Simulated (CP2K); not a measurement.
**SiC (Moissanite 3C) under changes of volume**

One of the cells (10.346 Å³/atom); the others are scaled copies at fixed shape and fractional positions:

```
Si C
1.0
     3.08157    0.00000    0.00000
     1.54079    2.66872    0.00000
     1.54079    0.88957    2.51609
Si C
1 1
Direct
  0.00000 0.00000 0.00000
  0.75000 0.75000 0.75000
```

* Program: CP2K 2026.2
* Functional: PBE
* Potentials or basis: POTENTIAL_UZH Si GTH-PBE-q4, C GTH-PBE-q4; TZVP-MOLOPT-PBE-GTH basis
* Density cutoff: 6123 eV
* k mesh: 10 × 10 × 10
* Occupations: fermi-dirac, width 0.05 eV
* Spin: no spin polarisation

```csv
volume (Å³/atom),energy over the lowest point (meV/atom),pressure (GPa),gap on the mesh (eV)
9.725,39.35,18.1,1.49
9.932,19.73,12.4,1.51
10.139,7.05,7.3,1.53
10.346,0.67,2.7,1.55
10.553,0.00,-1.6,1.57
10.760,4.53,-5.4,1.59
10.967,?,?,?
```

**Question.** What does the run at 10.967 Å³/atom give?

**Answer.** Energy over the lowest point 13.80 meV/atom; pressure -8.9 GPa; gap on the mesh 1.61 eV.

Worked out: A Birch-Murnaghan fit of order 3 (a polynomial in V^(-2/3)) to the other rows has its minimum at 10.47 Å³/atom with B0 = V·E''(V) = 211 GPa and B' = 3.9. It gives 13.78 meV/atom at 10.967 Å³/atom, against the run's 13.80, and -dE/dV = -8.9 GPa, against -8.9. A straight line through the other rows of the gap, of slope 0.989 eV per unit of ln V, extrapolates to 1.61 eV, against the run's 1.61.

Energies are extrapolated to zero smearing.

Caveats: the basis of atomic orbitals isn't converged, which shifts pressures, moduli and gaps.

A mesh can miss the band edges.
